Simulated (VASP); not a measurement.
# P4: single point with PBE0

The system is P4, in a box.

```
P
1.0
    12.00000    0.00000    0.00000
     0.00000   12.50000    0.00000
     0.00000    0.00000   13.00000
P
4
Cartesian
  6.7756 7.0255 7.2754
  6.7756 5.4745 5.7246
  5.2244 7.0255 5.7246
  5.2244 5.4745 7.2754
```

| Item | Value |
| --- | --- |
| Program | VASP 6.6.1 |
| Task | single point |
| Functional | PBE0 |
| Potentials or basis | VASP PAW PBE potentials, release 64 (P) |
| Cutoff | 520 eV |
| k mesh | 1 × 1 × 1 |
| Occupations | gaussian, width 0.02 eV |
| Spin | no spin polarisation |

```yaml
Largest_force: 0.500 eV/Å
Gap_between_the_frontier_levels: 6.78 eV
```

Forces on the atoms (eV/Å):
```
P   -0.289 -0.289 -0.288
P   -0.289  0.289  0.288
P    0.289 -0.289  0.288
P    0.289  0.289 -0.288
```

Levels at points of the mesh, in eV from the valence-band top:
| k point | band 8 | band 9 | band 10 | band 11 | band 12 | band 13 |
| --- | --- | --- | --- | --- | --- | --- |
| (0.00, 0.00, 0.00) | -0.86 | 0.00 | 0.00 | 6.78 | 6.78 | 6.78 |

Wall time 4.6 min on 1 thread of AMD EPYC 9R45 96-Core Processor (Zen 5), with other jobs on the host, peak memory 1.2 GiB.

Caveat: the PAW data sets were made with another functional, which shifts forces and pressure a little.
